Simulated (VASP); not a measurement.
# HfB2 (Fm-3m) in VASP: equation of state

Aim: energy against volume of HfB2 in PBE, for its equilibrium volume and stiffness.

All numbers are computed with VASP 6.6.1; they aren't measurements. Logs are shortened: lines on timing, memory, paths and dates and some standing lists are left out, and cuts for length are marked.

### 1 The crystal as given

Symmetry: Fm-3m, No. 225, cubic system. Conventional cell: a = 5.432 Å, b = 5.432 Å, c = 5.432 Å, α = 90.00°, β = 90.00°, γ = 90.00°. Around Hf (site symmetry m-3m) lie 8 B at 2.35 Å. B (site symmetry -43m) is surrounded by 4 Hf at 2.35 Å.

The cell was built by a generator and needn't be a form met in nature.

### 2 Equation of state, PBE, 12.56 Å³/atom (volume scaled by 0.94)

Contents of INCAR:

```
PREC     = Accurate       # precision mode
ENCUT    = 520            # plane-wave cutoff, eV
EDIFF    = 1E-7           # SCF threshold, eV
ISMEAR   = -1             # smearing method
SIGMA    = 0.05           # smearing width, eV
LREAL    = F              # projectors in reciprocal space
LASPH    = T              # aspherical terms in the spheres
NELM     = 80             # most SCF steps
ALGO     = Normal         # electronic algorithm
ISIF     = 2              # what is computed and relaxed
LWAVE    = F              # write WAVECAR
LCHARG   = F              # write CHGCAR
GGA      = PE             # functional
NBANDS   = 15             # bands
```

Contents of KPOINTS:

```
regular mesh
0
Gamma
  9 9 9
```

Contents of POSCAR:

```
HfB2
1.0
    0.0000000000      2.6606342382      2.6606342382
    2.6606342382      0.0000000000      2.6606342382
    2.6606342382      2.6606342382      0.0000000000
Hf B
1 2
Direct
    0.0000000000      0.0000000000      0.0000000000
    0.2500000000      0.2500000000      0.2500000000
    0.7500000000      0.7500000000      0.7500000000
```

Potentials or basis: VASP PAW PBE potentials, release 64 (Hf_pv, B).

Started as:

```
$ cat potpaw_PBE.64/Hf_pv/POTCAR potpaw_PBE.64/B/POTCAR > POTCAR
$ mpirun -np 1 vasp_std > vasp.out
```

OUTCAR:

```text
PREC = Accurate
   ENCUT = 520
   EDIFF = 1E-7
   ISMEAR = -1
   LREAL = F
   LASPH = T
   NELM = 80
   ISIF = 2
   GGA = PE

 Found     35 irreducible k-points:

 Following reciprocal coordinates:
            Coordinates               Weight
  0.000000  0.000000  0.000000      1.000000
  0.111111  0.000000  0.000000      8.000000
  0.222222  0.000000  0.000000      8.000000
  0.333333  0.000000  0.000000      8.000000
  0.444444  0.000000  0.000000      8.000000
  0.111111  0.111111  0.000000      6.000000
   k-points           NKPTS =     35   k-points in BZ     NKDIM =     35   number of bands    NBANDS=     15
   number of dos      NEDOS =    301   number of ions     NIONS =      3
   total plane-waves  NPLWV =  21952
   dimension x,y,z NGX =    28 NGY =   28 NGZ =   28
   dimension x,y,z NGXF=    56 NGYF=   56 NGZF=   56
   ions per type =               1   2
   NGX,Y,Z   is equivalent  to a cutoff of  12.37, 12.37, 12.37 a.u.
   NGXF,Y,Z  is equivalent  to a cutoff of  24.74, 24.74, 24.74 a.u.
 SYSTEM =  unknown system
   PREC   = accura    normal or accurate (medium, high low for compatibility)
   ISTART =      0    job   : 0-new  1-cont  2-samecut
   ICHARG =      2    charge: 1-file 2-atom 10-const
   ISPIN  =      1    spin polarized calculation?
   LNONCOLLINEAR =      F non collinear calculations
   LSORBIT =      F    spin-orbit coupling
   LASPH  =      T    aspherical Exc in radial PAW
   ENCUT  =  520.0 eV  38.22 Ry    6.18 a.u.   7.00  7.00  7.00*2*pi/ulx,y,z
   NELM   =     80;   NELMIN=  2; NELMDL= -5     # of ELM steps
   EDIFF  = 0.1E-06   stopping-criterion for ELM
   LREAL  =      F    real-space projection
   EDIFFG = 0.1E-05   stopping-criterion for IOM
   NSW    =      0    number of steps for IOM
   IBRION =     -1    ionic relax: 0-MD 1-quasi-New 2-CG
   NFREE  =      0    steps in history (QN), initial steepest desc. (CG)
   ISIF   =      2    stress and relaxation
   ISYM   =      2    0-nonsym 1-usesym 2-fastsym
   POTIM  = 0.5000    time-step for ionic-motion
   TEBEG  =    0.0;   TEEND  =   0.0 temperature during run
   PSTRESS=    0.0 pullay stress
   NELECT =      16.0000    total number of electrons
   NUPDOWN=      -1.0000    fix difference up-down
   EMIN   =  10.00;   EMAX   =-10.00  energy-range for DOS
   EFERMI =   0.00;   METHOD = LEGACY
   ISMEAR =    -1;   SIGMA  =   0.05  broadening in eV -4-tet -1-fermi 0-gaus
   EFERMI_NEDOS =   21; number of points for ismear=-14 and -15
   IALGO  =     38    algorithm
   IMIX   =      4    mixing-type and parameters
     AMIX     =   0.40;   BMIX     =  1.00
     AMIX_MAG =   1.60;   BMIX_MAG =  1.00
  volume/ion in A,a.u.               =      12.56        84.73
  Fermi-wavevector in a.u.,A,eV,Ry     =   1.230608  2.325511 20.604601  1.514395
  Thomas-Fermi vector in A             =   2.365450
   LORBIT       =      0    0 simple, 1 ext, 2 COOP (PROOUT), +10 PAW based schemes
   GGA     = PE    functional components
   LHFCALC =     F    Hartree Fock is set to
   AEXX    =    0.0000 exact exchange contribution
   IVDW    =     0    specifies the selected vdW correction
   LEPSILON=     F    determine dielectric tensor
   LRPA    =     F    only Hartree local field effects (RPA)
 non-spin polarized calculation
  energy-cutoff  :      520.00
  volume of cell :       37.67
 maximum number of plane-waves:      1026
   NGX = 13   NGY = 13   NGZ = 13

 number of electron      16.0000001 magnetization

 Free energy of the ion-electron system (eV)
  ---------------------------------------------------
  ext. energy  EPLUGINS =         0.00000000
  ---------------------------------------------------
  free energy    TOTEN  =       -21.03777191 eV

  energy without entropy =      -21.02486136  energy(sigma->0) =      -21.03131664

 E-fermi :   4.7641     XC(G=0): -11.3446

 val. band max:        4.7451805270   @ k =  -0.2222   0.1111   0.0000
 cond. band min:       4.7888023829   @ k =  -0.3333   0.3333   0.1111
 fundamental gap:      0.0436218559
 Fermi energy:         4.7641121377

 k-point     1 :       0.0000    0.0000    0.0000
  band No.  band energies     occupation
      1     -25.0730      2.00000
      2     -25.0730      2.00000
      3     -25.0730      2.00000
      4      -6.0402      2.00000
      5       1.0469      2.00000
      6       1.0469      2.00000
      7       1.0469      2.00000
      8       4.1991      1.99998
      9       7.1116      0.00000
     10       7.1116      0.00000
     11       8.9549      0.00000
     12       8.9549      0.00000
     13       8.9549      0.00000
     14      15.5587      0.00000
     15      15.5587      0.00000

 k-point     2 :       0.1111    0.0000    0.0000
  band No.  band energies     occupation
      1     -25.0992      2.00000
      2     -25.0771      2.00000
      3     -25.0771      2.00000
      4      -5.8150      2.00000
      5       0.5708      2.00000
      6       1.1836      2.00000
      7       1.1836      2.00000
      8       4.8449      0.33161
      9       6.5061      0.00000
     10       6.5061      0.00000
     11       8.7610      0.00000
     12       9.6530      0.00000
     13       9.6530      0.00000
     14      13.5159      0.00000
     15      15.0538      0.00000

 k-point     3 :       0.2222    0.0000    0.0000
  band No.  band energies     occupation
      1     -25.1647      2.00000
      2     -25.0875      2.00000
      3     -25.0875      2.00000
      4      -5.1881      2.00000
      5      -0.2417      2.00000
      6       1.5263      2.00000
      7       1.5263      2.00000
      8       5.8036      0.00000
      9       5.8036      0.00000
     10       5.9738      0.00000
     11       8.0829      0.00000
     12      10.2006      0.00000
     13      10.2006      0.00000
     14      11.7082      0.00000
     15      14.7103      0.00000

 k-point     4 :       0.3333    0.0000    0.0000
  band No.  band energies     occupation
      1     -25.2379      2.00000
      2     -25.0992      2.00000
      3     -25.0992      2.00000
      4      -4.3268      2.00000
      5      -0.9191      2.00000
      6       1.8713      2.00000
      7       1.8713      2.00000
      8       5.6578      0.00000
      9       5.6578      0.00000
     10       6.6197      0.00000
     11       6.7295      0.00000
     12       9.4761      0.00000
     13       9.4761      0.00000
     14      11.9399      0.00000
     15      15.3923      0.00000

 k-point     5 :       0.4444    0.0000    0.0000
  band No.  band energies     occupation
      1     -25.2849      2.00000
      2     -25.1069      2.00000
      3     -25.1069      2.00000
      4      -3.6030      2.00000
      5      -1.3356      2.00000
      6       2.0317      2.00000
      7       2.0317      2.00000
      8       5.5483      0.00000
      9       6.0975      0.00000
     10       6.0975      0.00000
     11       6.8033      0.00000
     12       8.3370      0.00000
     13       8.3370      0.00000
     14      13.6561      0.00000
     15      15.9792      0.00000

 k-point     6 :       0.1111    0.1111    0.0000
  band No.  band energies     occupation
      1     -25.0985      2.00000
      2     -25.0831      2.00000
      3     -25.0831      2.00000
      4      -5.7381      2.00000
      5       0.4977      2.00000
      6       1.1980      2.00000
      7       1.1980      2.00000
      8       5.0693      0.00446
      9       5.6132      0.00000
     10       7.2749      0.00000
     11       9.0644      0.00000
     12       9.0644      0.00000
     13      10.0144      0.00000
     14      14.0804      0.00000
     15      14.0811      0.00000

 [... further k-points ...]
[... 5 lines left out ...]
  --------------------------------------------------------------------------------------
  -------------------------------------------------------------------------------------
  Total        2.2707805      2.2707805      2.2707805      0.0000000     -0.0000000      0.0000000
  in kB       96.5828936     96.5828936     96.5828936      0.0000000     -0.0000000      0.0000000
  external PRESSURE =      96.5828936 kB  Pullay stress =       0.0000000 kB

 VOLUME and BASIS-vectors are now :
 -----------------------------------------------------------------------------
  energy-cutoff  :      520.00
  volume of cell :       37.67
      direct lattice vectors                 reciprocal lattice vectors
     0.000000000  2.660634238  2.660634238    -0.187925117  0.187925117  0.187925117
     2.660634238  0.000000000  2.660634238     0.187925117 -0.187925117  0.187925117
     2.660634238  2.660634238  0.000000000     0.187925117  0.187925117 -0.187925117

 POSITION                                       TOTAL-FORCE (eV/Angst)
 -----------------------------------------------------------------------------------
      0.00000      0.00000      0.00000        -0.000000      0.000000     -0.000000
      1.33032      1.33032      1.33032         0.000000     -0.000000      0.000000
      3.99095      3.99095      3.99095        -0.000000     -0.000000     -0.000000
 -----------------------------------------------------------------------------------
    total drift:                               -0.000000     -0.000000      0.000000

  FREE ENERGIE OF THE ION-ELECTRON SYSTEM (eV)
  ---------------------------------------------------
  free  energy   TOTEN  =       -21.0377719140 eV

  energy  without entropy=      -21.0248613596  energy(sigma->0) =      -21.03131664
```

Wall time 9.8 s (1 thread of Intel Xeon 6975P-C (Granite Rapids), shared host); peak memory 0.15 GiB.

Results:

| Property | Result |
| --- | --- |
| Free energy | -21.0378 eV |
| Pressure | 9.7 GPa |
| Band gap on the k mesh | none (metal or under the smearing width) |

### 3 Equation of state, PBE, 12.82 Å³/atom (volume scaled by 0.96)

Contents of INCAR:

```
PREC = Accurate
ENCUT = 520
EDIFF = 1E-7
ISMEAR = -1
SIGMA = 0.05
LREAL = F
LASPH = T
NELM = 100
ALGO = Normal
ISIF = 2
LWAVE = F
LCHARG = F
GGA = PE
NBANDS = 15
```

KPOINTS is that of step 2.

Contents of POSCAR:

```
HfB2
1.0
    0.0000000000      2.6793717163      2.6793717163
    2.6793717163      0.0000000000      2.6793717163
    2.6793717163      2.6793717163      0.0000000000
Hf B
1 2
Direct
    0.0000000000      0.0000000000      0.0000000000
    0.2500000000      0.2500000000      0.2500000000
    0.7500000000      0.7500000000      0.7500000000
```

Potentials or basis: VASP PAW PBE potentials, release 64 (Hf_pv, B).

Started as:

```
$ cat potpaw_PBE.64/Hf_pv/POTCAR potpaw_PBE.64/B/POTCAR > POTCAR
$ mpirun -np 1 vasp_std > vasp.out
```

It took 11 s on 1 thread of Intel Xeon 6975P-C (Granite Rapids), shared host; peak memory 0.16 GiB.

The run converged. Its results:

| Quantity | Value |
| --- | --- |
| Free energy | -21.0777 eV |
| Pressure | 6.3 GPa |
| Band gap on the k mesh | none (metal or under the smearing width) |

### 4 Equation of state, PBE, 13.09 Å³/atom (volume scaled by 0.98)

Contents of INCAR:

```
PREC     = Accurate       # precision mode
ENCUT    = 520            # plane-wave cutoff, eV
EDIFF    = 1E-7           # SCF threshold, eV
ISMEAR   = -1             # smearing method
SIGMA    = 0.05           # smearing width, eV
LREAL    = F              # projectors in reciprocal space
LASPH    = T              # aspherical terms in the spheres
NELM     = 80             # most SCF steps
ALGO     = Normal         # electronic algorithm
ISIF     = 2              # what is computed and relaxed
LWAVE    = F              # write WAVECAR
LCHARG   = F              # write CHGCAR
GGA      = PE             # functional
NBANDS   = 15             # bands
```

Contents of KPOINTS:

```
Automatic mesh
0
Gamma
  9 9 9
```

Contents of POSCAR:

```
HfB2
1.0
    0.0000000000      2.6978507259      2.6978507259
    2.6978507259      0.0000000000      2.6978507259
    2.6978507259      2.6978507259      0.0000000000
Hf B
1 2
Direct
    0.0000000000      0.0000000000      0.0000000000
    0.2500000000      0.2500000000      0.2500000000
    0.7500000000      0.7500000000      0.7500000000
```

Started as:

```
$ cat potpaw_PBE.64/Hf_pv/POTCAR potpaw_PBE.64/B/POTCAR > POTCAR
$ mpirun -np 1 vasp_std > vasp.out
```

Wall time 11 s (1 thread of Intel Xeon 6975P-C (Granite Rapids), shared host); peak memory 0.16 GiB.

The run converged. Its results:

- Free energy: -21.1018 eV
- Pressure: 3.3 GPa
- Band gap on the k mesh: none (metal or under the smearing width)

### 5 Equation of state, PBE, 13.63 Å³/atom (volume scaled by 1.02)

Contents of INCAR:

```
PREC = Accurate ; ENCUT = 520
EDIFF = 1E-7 ; ISMEAR = -1
SIGMA = 0.05 ; LREAL = False
LASPH = True ; NELM = 60
ALGO = Normal ; ISIF = 2
LWAVE = False ; LCHARG = False
GGA = PE ; NBANDS = 15
```

Contents of KPOINTS:

```
regular mesh
0
Gamma
  9 9 9
```

Contents of POSCAR:

```
HfB2
1.0
    0.0000000000      2.7340678090      2.7340678090
    2.7340678090      0.0000000000      2.7340678090
    2.7340678090      2.7340678090      0.0000000000
Hf B
1 2
Direct
    0.0000000000      0.0000000000      0.0000000000
    0.2500000000      0.2500000000      0.2500000000
    0.7500000000      0.7500000000      0.7500000000
```

Started as:

```
$ cat potpaw_PBE.64/Hf_pv/POTCAR potpaw_PBE.64/B/POTCAR > POTCAR
$ mpirun -np 1 vasp_std > vasp.out
```

It took 13 s on 1 thread of Intel Xeon 6975P-C (Granite Rapids), shared host; peak memory 0.17 GiB.

Results (log left out):

| Property | Result |
| --- | --- |
| Free energy | -21.1076 eV |
| Pressure | -2.1 GPa |
| Band gap on the k mesh | none (metal or under the smearing width) |

### 6 Equation of state, PBE, 13.89 Å³/atom (volume scaled by 1.04)

Contents of INCAR:

```
SYSTEM = HfB2
PREC = Accurate
ENCUT = 520
EDIFF = 1E-7
ISMEAR = -1
SIGMA = 0.05
LREAL = .False.
LASPH = .True.
NELM = 60
ALGO = Normal
ISIF = 2
LWAVE = .False.
LCHARG = .False.
GGA = PE
NBANDS = 15
```

Contents of KPOINTS:

```
Automatic mesh
0
Gamma
  9 9 9
  0 0 0
```

Contents of POSCAR:

```
HfB2
1.0
    0.0000000000      2.7518219935      2.7518219935
    2.7518219935      0.0000000000      2.7518219935
    2.7518219935      2.7518219935      0.0000000000
Hf B
1 2
Direct
    0.0000000000      0.0000000000      0.0000000000
    0.2500000000      0.2500000000      0.2500000000
    0.7500000000      0.7500000000      0.7500000000
```

Potentials or basis: VASP PAW PBE potentials, release 64 (Hf_pv, B).

Started as:

```
$ cat potpaw_PBE.64/Hf_pv/POTCAR potpaw_PBE.64/B/POTCAR > POTCAR
$ mpirun -np 1 vasp_std > vasp.out
```

It took 13 s on 1 thread of Intel Xeon 6975P-C (Granite Rapids), shared host; peak memory 0.17 GiB.

Results (log left out):

```
Free energy            : -21.0916 eV
Pressure               : -4.4 GPa
Band gap on the k mesh : none (metal or under the smearing width)
```

### 7 Equation of state, PBE, 14.16 Å³/atom (volume scaled by 1.06)

Contents of INCAR:

```
SYSTEM = HfB2
PREC = Accurate ; ENCUT = 520
EDIFF = 1E-7 ; ISMEAR = -1
SIGMA = 0.05 ; LREAL = .False.
LASPH = .True. ; NELM = 80
ALGO = Normal ; ISIF = 2
LWAVE = .False. ; LCHARG = .False.
GGA = PE ; NBANDS = 15
```

KPOINTS is that of step 6.

Contents of POSCAR:

```
HfB2
1.0
    0.0000000000      2.7693499947      2.7693499947
    2.7693499947      0.0000000000      2.7693499947
    2.7693499947      2.7693499947      0.0000000000
Hf B
1 2
Direct
    0.0000000000      0.0000000000      0.0000000000
    0.2500000000      0.2500000000      0.2500000000
    0.7500000000      0.7500000000      0.7500000000
```

Started as:

```
$ cat potpaw_PBE.64/Hf_pv/POTCAR potpaw_PBE.64/B/POTCAR > POTCAR
$ mpirun -np 1 vasp_std > vasp.out
```

It took 13 s on 1 thread of Intel Xeon 6975P-C (Granite Rapids), shared host; peak memory 0.17 GiB.

It converged, with:

```yaml
Free_energy: -21.0644 eV
Pressure: -6.6 GPa
Band_gap_on_the_k_mesh: none (metal or under the smearing width)
```

### 8 Equation of state, PBE

This step only gathers the single runs of the series.

Results:

- Equilibrium volume: 13.41 Å³/atom
- Bulk modulus: 131 GPa
- Pressure derivative of the bulk modulus: 3.4

Energy against volume, from the lowest point:
| volume (Å³/atom) | energy (meV/atom) |
| --- | --- |
| 12.556 | 24.53 |
| 12.824 | 11.21 |
| 13.091 | 3.17 |
| 13.358 | 0.00 |
| 13.625 | 1.26 |
| 13.892 | 6.59 |
| 14.159 | 15.67 |

The run has no spin-orbit coupling, so splittings on Hf are missing.
